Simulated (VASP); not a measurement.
# In (Im-3m) in VASP: a series of runs

Aim: see how the results for In move with the level of theory and the settings. Levels: rev-vdW-DF2, AM05, HF+D3. Tasks: band structure, elastic constants, optical spectrum.

Everything below comes from runs of VASP 6.6.1. Logs are shortened: lines on timing, memory, paths and dates and some standing lists are left out, and cuts for length are marked.

## 1. The crystal as given

Symmetry: Im-3m, No. 229, cubic system. Conventional cell: a = 3.765 Å, b = 3.765 Å, c = 3.765 Å, α = 90.00°, β = 90.00°, γ = 90.00°. Around In (site symmetry m-3m) lie 8 In at 3.26 Å.

This isn't the form of In at room conditions, which is tetragonal.

## 2. Band structure, rev-vdW-DF2

run.py

```python
from ase import Atoms
from ase.calculators.vasp import Vasp
from ase.dft.bandgap import bandgap

atoms = Atoms(
    ['In'],
    cell=[[-1.88252524, 1.88252524, 1.88252524], [1.88252524, -1.88252524, 1.88252524], [1.88252524, 1.88252524, -1.88252524]],
    scaled_positions=[[0.0, 0.0, 0.0]],
    pbc=True,
)
calc = Vasp(
    directory='calc',
    xc='rev-vdw-df2',
    pp='PBE',
    setups='recommended',
    prec='Accurate',
    encut=520,
    ediff=1e-06,
    ismear=0,
    sigma=0.05,
    lreal=False,
    lasph=True,
    nelm=80,
    algo='Fast',
    isif=2,
    lwave=False,
    lcharg=True,
    kpts=[10, 10, 10],
    gamma=True,
    nbands=12,
)
atoms.calc = calc

print('energy (eV):', atoms.get_potential_energy())
print('free energy (eV):', atoms.get_potential_energy(force_consistent=True))
efermi = calc.get_fermi_level()
print('Fermi level (eV):', efermi)
path = atoms.cell.bandpath(npoints=40, eps=1e-4)
print('path:', path.path)
calc.set(kpts=path.kpts, reciprocal=True, icharg=11, isym=0, lcharg=False)
calc.calculate(atoms)
print('gap on the path (eV):', bandgap(calc, efermi=efermi)[0])
print('direct gap on the path (eV):', bandgap(calc, efermi=efermi, direct=True)[0])
```

Potentials or basis: VASP PAW PBE potentials, release 64 (In_d).

On the command line:

```bash
$ python run.py
```

What it wrote:

```text
<dir> UserWarning: vdW has been enabled, however no location for the vdw_kernel.bindat file has been specified. Set ASE_VASP_VDW environment variable to copy the vdW kernel.
  warnings.warn(
energy (eV): 0.22632031
free energy (eV): 0.2255223
Fermi level (eV): 7.12707676
path: GHNGPH,PN
gap on the path (eV): 0.0
direct gap on the path (eV): 0.0
```

OUTCAR:

```text
ENCUT = 520.000000
   EDIFF = 1.00e-06
   GGA = MK
   PREC = Accurate
   ICHARG = 11
   ISIF = 2
   ISMEAR = 0
   ISYM = 0
   NELM = 80
   LASPH = .TRUE.
   LREAL = .FALSE.

 ion  position               nearest neighbor table
   1  0.000  0.000  0.000-

IMPORTANT INFORMATION: All symmetrisations will be switched off!
NOSYMM: (Re-)initialisation of all symmetry stuff for point group C_1.

----------------------------------------------------------------------------------------

                                     Primitive cell

  volume of cell :      26.6859

  direct lattice vectors                    reciprocal lattice vectors
    -1.882525240  1.882525240  1.882525240     0.000000000  0.265600689  0.265600689
     1.882525240 -1.882525240  1.882525240     0.265600689  0.000000000  0.265600689
     1.882525240  1.882525240 -1.882525240     0.265600689  0.265600689  0.000000000

  length of vectors
     3.260629362  3.260629362  3.260629362     0.375616096  0.375616096  0.375616096

  position of ions in fractional coordinates (direct lattice)
     0.000000000  0.000000000  0.000000000

  ion indices of the primitive-cell ions
   primitive index   ion index
                 1           1

----------------------------------------------------------------------------------------

 KPOINTS: KPOINTS created by Atomic Simulation Env

Read explicit list of k-points.

 Found     40 k-points:

 Following reciprocal coordinates:
            Coordinates               Weight
  0.000000  0.000000  0.000000      0.025000
  0.062500 -0.062500  0.062500      0.025000
  0.125000 -0.125000  0.125000      0.025000
  0.187500 -0.187500  0.187500      0.025000
  0.250000 -0.250000  0.250000      0.025000
  0.312500 -0.312500  0.312500      0.025000
[... 16 lines left out ...]
  0.125000  0.125000  0.125000      0.025000
  0.156250  0.156250  0.156250      0.025000
 [... further k-points ...]
   k-points           NKPTS =     40   k-points in BZ     NKDIM =     40   number of bands    NBANDS=     12
   number of dos      NEDOS =    301   number of ions     NIONS =      1
   total plane-waves  NPLWV =  13824
   dimension x,y,z NGX =    24 NGY =   24 NGZ =   24
   dimension x,y,z NGXF=    48 NGYF=   48 NGZF=   48
   ions per type =               1
   NGX,Y,Z   is equivalent  to a cutoff of  12.24, 12.24, 12.24 a.u.
   NGXF,Y,Z  is equivalent  to a cutoff of  24.47, 24.47, 24.47 a.u.
 SYSTEM =  unknown system
   PREC   = accura    normal or accurate (medium, high low for compatibility)
   ISTART =      0    job   : 0-new  1-cont  2-samecut
   ICHARG =     11    charge: 1-file 2-atom 10-const
   ISPIN  =      1    spin polarized calculation?
   LNONCOLLINEAR =      F non collinear calculations
   LSORBIT =      F    spin-orbit coupling
   LASPH  =      T    aspherical Exc in radial PAW
   ENCUT  =  520.0 eV  38.22 Ry    6.18 a.u.   6.06  6.06  6.06*2*pi/ulx,y,z
   NELM   =     80;   NELMIN=  2; NELMDL=  0     # of ELM steps
   EDIFF  = 0.1E-05   stopping-criterion for ELM
   LREAL  =      F    real-space projection
   EDIFFG = 0.1E-04   stopping-criterion for IOM
   NSW    =      0    number of steps for IOM
   IBRION =     -1    ionic relax: 0-MD 1-quasi-New 2-CG
   NFREE  =      0    steps in history (QN), initial steepest desc. (CG)
   ISIF   =      2    stress and relaxation
   ISYM   =      0    0-nonsym 1-usesym 2-fastsym
   POTIM  = 0.5000    time-step for ionic-motion
   TEBEG  =    0.0;   TEEND  =   0.0 temperature during run
   PSTRESS=    0.0 pullay stress
   NELECT =      13.0000    total number of electrons
   NUPDOWN=      -1.0000    fix difference up-down
   EMIN   =  10.00;   EMAX   =-10.00  energy-range for DOS
   EFERMI =   0.00;   METHOD = LEGACY
   ISMEAR =     0;   SIGMA  =   0.05  broadening in eV -4-tet -1-fermi 0-gaus
   EFERMI_NEDOS =   21; number of points for ismear=-14 and -15
   IALGO  =     68    algorithm
   IMIX   =      4    mixing-type and parameters
     AMIX     =   0.40;   BMIX     =  1.00
     AMIX_MAG =   1.60;   BMIX_MAG =  1.00
  volume/ion in A,a.u.               =      26.69       180.09
  Fermi-wavevector in a.u.,A,eV,Ry     =   1.288136  2.434225 22.576080  1.659295
  Thomas-Fermi vector in A             =   2.420108
   LORBIT       =      0    0 simple, 1 ext, 2 COOP (PROOUT), +10 PAW based schemes
   GGA     = MK    functional components
   LHFCALC =     F    Hartree Fock is set to
   AEXX    =    0.0000 exact exchange contribution
   IVDW_NL    =     1    kernel type
   BPARAM     = 6.3000
   IVDW    =     0    specifies the selected vdW correction
   LEPSILON=     F    determine dielectric tensor
   LRPA    =     F    only Hartree local field effects (RPA)
 non-spin polarized calculation
 RMM-DIIS sequential band-by-band and
 Gauss-broadening in eV      SIGMA  =   0.05
  energy-cutoff  :      520.00
  volume of cell :       26.69
 maximum number of plane-waves:       736

 number of electron      13.0000005 magnetization

 Free energy of the ion-electron system (eV)
  ---------------------------------------------------
  ext. energy  EPLUGINS =         0.00000000
  ---------------------------------------------------
  free energy    TOTEN  =         1.17601152 eV

  energy without entropy =        1.17987105  energy(sigma->0) =        1.17794128

 E-fermi :   7.3464     XC(G=0): -10.2068

 val. band max:        6.8941035472   @ k =   0.4062  -0.2188   0.4062
 cond. band min:       7.3616325275   @ k =   0.2500   0.2500   0.2500
 fundamental gap:      0.4675289803
 Fermi energy:         7.3463963351

 k-point     1 :       0.0000    0.0000    0.0000
  band No.  band energies     occupation
      1      -7.4504      2.00000
      2      -7.4504      2.00000
      3      -7.4504      2.00000
      4      -7.1848      2.00000
      5      -7.1848      2.00000
      6      -2.2281      2.00000
      7      17.9325      0.00000
      8      17.9325      0.00000
      9      17.9325      0.00000
     10      20.2669      0.00000
     11      20.2669      0.00000
     12      20.2669      0.00000

 k-point     2 :       0.0625   -0.0625    0.0625
  band No.  band energies     occupation
      1      -7.4420      2.00000
      2      -7.4420      2.00000
      3      -7.4355      2.00000
      4      -7.1980      2.00000
      5      -7.1818      2.00000
      6      -2.0501      2.00000
      7      16.8819      0.00000
      8      17.0396      0.00000
      9      17.0396      0.00000
     10      18.9943      0.00000
     11      20.0215      0.00000
     12      20.0215      0.00000

 k-point     3 :       0.1250   -0.1250    0.1250
  band No.  band energies     occupation
      1      -7.4156      2.00000
      2      -7.4156      2.00000
      3      -7.3931      2.00000
      4      -7.2360      2.00000
      5      -7.1818      2.00000
      6      -1.5124      2.00000
      7      15.0143      0.00000
      8      15.2073      0.00000
      9      15.2073      0.00000
     10      17.2833      0.00000
     11      20.4715      0.00000
     12      20.4715      0.00000
[... 286 lines left out ...]
 k-point    23 :       0.1250    0.1250    0.1250
  band No.  band energies     occupation
      1      -7.4730      2.00000
      2      -7.4730      2.00000
      3      -7.2005      2.00000
      4      -7.2005      2.00000
      5      -7.1912      2.00000
      6      -0.0495      2.00000
      7      10.4174      0.00000
      8      12.2557      0.00000
      9      12.2557      0.00000
     10      21.7621      0.00000
     11      21.7629      0.00000
     12      22.2090      0.00000

 k-point    24 :       0.1562    0.1562    0.1562
  band No.  band energies     occupation
      1      -7.4676      2.00000
      2      -7.4676      2.00000
      3      -7.1963      2.00000
      4      -7.1963      2.00000
      5      -7.1598      2.00000
      6       1.1782      2.00000
      7       8.7578      0.00000
      8      10.7127      0.00000
      9      10.7127      0.00000
     10      23.2115      0.00000
     11      23.2222      0.00000
     12      23.3005      0.00000

 [... further k-points ...]
[... 5 lines left out ...]
  --------------------------------------------------------------------------------------
  -------------------------------------------------------------------------------------
  Total        2.2172272      4.4720963     -2.1568977      6.7768269      2.1586991     -1.2113681
  in kB      133.1184823    268.4969226   -129.4964060    406.8689630    129.6045578    -72.7284437
  external PRESSURE =      90.7063330 kB  Pullay stress =       0.0000000 kB

 VOLUME and BASIS-vectors are now :
 -----------------------------------------------------------------------------
  energy-cutoff  :      520.00
  volume of cell :       26.69
      direct lattice vectors                 reciprocal lattice vectors
    -1.882525240  1.882525240  1.882525240     0.000000000  0.265600689  0.265600689
     1.882525240 -1.882525240  1.882525240     0.265600689  0.000000000  0.265600689
     1.882525240  1.882525240 -1.882525240     0.265600689  0.265600689  0.000000000

 POSITION                                       TOTAL-FORCE (eV/Angst)
 -----------------------------------------------------------------------------------
      0.00000      0.00000      0.00000         0.000007     -0.000040      0.000010
 -----------------------------------------------------------------------------------
    total drift:                                0.000007     -0.000040      0.000010

  FREE ENERGIE OF THE ION-ELECTRON SYSTEM (eV)
  ---------------------------------------------------
  free  energy   TOTEN  =         1.1760115176 eV

  energy  without entropy=        1.1798710470  energy(sigma->0) =        1.17794128

Total vdW correction in eV:      2.2081617
```

INCAR:

```text
AGGAC = 0.000000
ENCUT = 520.000000
PARAM1 = 0.123400
PARAM2 = 0.711357
SIGMA = 0.050000
ZAB_VDW = -1.886700
EDIFF = 1.00e-06
ALGO = Fast
GGA = MK
PREC = Accurate
ICHARG = 11
ISIF = 2
ISMEAR = 0
ISYM = 0
NBANDS = 12
NELM = 80
LASPH = .TRUE.
LCHARG = .FALSE.
LUSE_VDW = .TRUE.
LWAVE = .FALSE.
LREAL = .FALSE.
```

Wall time 53 s (1 thread of Intel Xeon Platinum 8375C at 2.90GHz (Ice Lake), shared host); peak memory 0.26 GiB.

Results:

```
Band gap along the path : none (metal or under the smearing width)
```

Levels at the corners of the path, in eV from the Fermi level:
| point | band 4 | band 5 | band 6 | band 7 | band 8 | band 9 |
| --- | --- | --- | --- | --- | --- | --- |
| Γ | -14.31 | -14.31 | -9.36 | 10.81 | 10.81 | 10.81 |
| H | -14.19 | -14.19 | 0.80 | 1.30 | 1.30 | 1.30 |
| N | -14.31 | -14.15 | -3.93 | -3.01 | 5.81 | 7.32 |
| Γ | -14.31 | -14.31 | -9.36 | 10.81 | 10.81 | 10.81 |
| P | -14.31 | -14.31 | -2.40 | 0.23 | 0.23 | 0.23 |
| H | -14.19 | -14.19 | 0.80 | 1.30 | 1.30 | 1.30 |
| P | -14.31 | -14.31 | -2.40 | 0.23 | 0.23 | 0.23 |
| N | -14.31 | -14.15 | -3.93 | -3.01 | 5.81 | 7.32 |

Caveat: the log is that of the step along the path at fixed density, whose energy, stress, charges and moments have no meaning; the PAW data sets were made with another functional, which shifts forces and pressure a little; spin-orbit coupling is left out, which moves the levels of the heavy elements.

## 3. Elastic constants, AM05

POSCAR

```
In
1.0
   -1.8825252400      1.8825252400      1.8825252400
    1.8825252400     -1.8825252400      1.8825252400
    1.8825252400      1.8825252400     -1.8825252400
In
1
Cartesian
    0.0000000000      0.0000000000      0.0000000000
```

INCAR.step1

```
PREC     = Accurate       # precision mode
ENCUT    = 600            # plane-wave cutoff, eV
EDIFF    = 1E-8           # SCF threshold, eV
ISMEAR   = 0              # smearing method
SIGMA    = 0.05           # smearing width, eV
LREAL    = False          # projectors in reciprocal space
LASPH    = True           # aspherical terms in the spheres
NELM     = 100            # most SCF steps
ALGO     = Normal         # electronic algorithm
ISIF     = 3              # what is computed and relaxed
LWAVE    = False          # write WAVECAR
LCHARG   = False          # write CHGCAR
GGA      = AM             # functional
IBRION   = 2              # ionic algorithm
NSW      = 40             # ionic steps
EDIFFG   = -0.002         # ionic threshold
```

INCAR.step2

```
PREC     = Accurate       # precision mode
ENCUT    = 600            # plane-wave cutoff, eV
EDIFF    = 1E-8           # SCF threshold, eV
ISMEAR   = 0              # smearing method
SIGMA    = 0.05           # smearing width, eV
LREAL    = False          # projectors in reciprocal space
LASPH    = True           # aspherical terms in the spheres
NELM     = 100            # most SCF steps
ALGO     = Normal         # electronic algorithm
ISIF     = 3              # what is computed and relaxed
LWAVE    = False          # write WAVECAR
LCHARG   = False          # write CHGCAR
GGA      = AM             # functional
IBRION   = 6              # ionic algorithm
NFREE    = 2            
POTIM    = 0.015          # step
NSW      = 1              # ionic steps
```

KPOINTS

```
Automatic mesh
0
Gamma
  7 7 7
```

Potentials or basis: VASP PAW PBE potentials, release 64 (In_d).

On the command line:

```bash
$ cat potpaw_PBE.64/In_d/POTCAR > POTCAR
$ cp INCAR.step1 INCAR
$ mpirun -np 1 vasp_std > vasp.out
$ cp CONTCAR POSCAR
$ cp INCAR.step2 INCAR
$ mpirun -np 1 vasp_std > vasp.out
```

OUTCAR:

```text
PREC = Accurate
   ENCUT = 600
   EDIFF = 1E-8
   ISMEAR = 0
   LREAL = False
   LASPH = True
   NELM = 100
   ISIF = 3
   GGA = AM
   IBRION = 6
   NFREE = 2
   POTIM = 0.015
   NSW = 1

 ion  position               nearest neighbor table
   1  0.000  0.000  0.000-

  LATTYP: Found a body centered cubic cell.
 ALAT       =     3.7246182432

  Lattice vectors:

 A1 = (  -1.8623091216,   1.8623091216,   1.8623091216)
 A2 = (   1.8623091216,  -1.8623091216,   1.8623091216)
 A3 = (   1.8623091216,   1.8623091216,  -1.8623091216)

Analysis of symmetry for initial positions (statically):
=====================================================================
 Subroutine PRICEL returns:
 Original cell was already a primitive cell.

 Routine SETGRP: Setting up the symmetry group for a
[... 659 lines left out ...]

 INTERNAL STRAIN TENSORS FROM DISPLACED ATOMS
 ============================================

 INTERNAL STRAIN TENSOR FOR ION    1 for displacements in x,y,z  (eV/Angst):
          X           Y           Z          XY          YZ          ZX
  --------------------------------------------------------------------------------
  x     0.00000     0.00000     0.00000     0.00000     0.00000     0.00000
  y     0.00000     0.00000     0.00000     0.00000     0.00000     0.00000
  z     0.00000     0.00000     0.00000     0.00000     0.00000     0.00000

 Eigenvectors and eigenvalues of the dynamical matrix
 ----------------------------------------------------

   1 f  =    0.000000 THz     0.000000 2PiTHz    0.000000 cm-1     0.000000 meV
             X         Y         Z           dx          dy          dz
      0.000000  0.000000  0.000000     1.000000    0.000000    0.000000

   2 f  =    0.000000 THz     0.000000 2PiTHz    0.000000 cm-1     0.000000 meV
             X         Y         Z           dx          dy          dz
      0.000000  0.000000  0.000000     0.000000    1.000000    0.000000

   3 f  =    0.000000 THz     0.000000 2PiTHz    0.000000 cm-1     0.000000 meV
             X         Y         Z           dx          dy          dz
      0.000000  0.000000  0.000000     0.000000    0.000000    1.000000

--------------------------------------------------------------------------------------------------------

 ELASTIC MODULI CONTR FROM IONIC RELAXATION (kBar)
 Direction    XX          YY          ZZ          XY          YZ          ZX
 --------------------------------------------------------------------------------
 XX           0.0000      0.0000      0.0000      0.0000      0.0000      0.0000
 YY           0.0000      0.0000      0.0000      0.0000      0.0000      0.0000
 ZZ           0.0000      0.0000      0.0000      0.0000      0.0000      0.0000
 XY           0.0000      0.0000      0.0000      0.0000      0.0000      0.0000
 YZ           0.0000      0.0000      0.0000      0.0000      0.0000      0.0000
 ZX           0.0000      0.0000      0.0000      0.0000      0.0000      0.0000
 --------------------------------------------------------------------------------

 TOTAL ELASTIC MODULI (kBar)
 Direction    XX          YY          ZZ          XY          YZ          ZX
 --------------------------------------------------------------------------------
 XX       -1346.4288   1404.7587   1404.7587     -0.0000     -0.0000     -0.0000
 YY        1404.7587  -1346.4288   1404.7587      0.0000      0.0000      0.0000
 ZZ        1404.7587   1404.7587  -1346.4288     -0.0000     -0.0000      0.0000
 XY          -0.0000      0.0000     -0.0000     28.6598      0.0000      0.0000
 YZ          -0.0000      0.0000     -0.0000      0.0000     28.6598      0.0000
 ZX          -0.0000      0.0000      0.0000      0.0000      0.0000     28.6598
 --------------------------------------------------------------------------------
```

It took 7.6 min on 1 thread of Intel Xeon Platinum 8375C at 2.90GHz (Ice Lake), shared host; peak memory 0.2 GiB.

What came out:

| Item | Value |
| --- | --- |
| Relaxed volume | 25.84 Å³/atom |
| Relaxed cell | a = 3.226 Å, b = 3.226 Å, c = 3.226 Å, α = 109.47°, β = 109.47°, γ = 109.47° |
| Space group after relaxing (to 0.05 Å) | Im-3m (No. 229) |
| Elastic constants C11, C12, C44 | -135, 140, 3 GPa |
| Voigt bulk modulus | 49 GPa |

The path:
```
step  energy change (eV)  largest force (eV/Å)  pressure (GPa)  volume (Å³)
   1              0.0000                0.0000           -1.18        26.69
   2             -0.0032                0.0000           -0.14        25.93
   3             -0.0032                0.0000            0.01        25.84
```

Final structure:
```yaml
crystal:
  lattice:
    - [-1.86231, 1.86231, 1.86231]
    - [1.86231, -1.86231, 1.86231]
    - [1.86231, 1.86231, -1.86231]
  atoms:
    - { symbol: In, position: [0.00000, 0.00000, 0.00000] }
```

Elastic tensor in Voigt notation (GPa, in the Cartesian axes of the cell as first typed):
```
-135  140  140    0    0    0
 140 -135  140    0    0    0
 140  140 -135    0    0    0
   0    0    0    3    0    0
   0    0    0    0    3    0
   0    0    0    0    0    3
```

Clamped-ion elastic tensor (GPa):
```
-135  140  140    0    0    0
 140 -135  140    0    0    0
 140  140 -135    0    0    0
   0    0    0    3    0    0
   0    0    0    0    3    0
   0    0    0    0    0    3
```

Caveat: the elastic tensor has a negative eigenvalue, so either the cell is unstable as it stands or the mesh is too thin; the PAW data sets were made with another functional, which shifts forces and pressure a little.

(Part 1 of 2 ends here.)
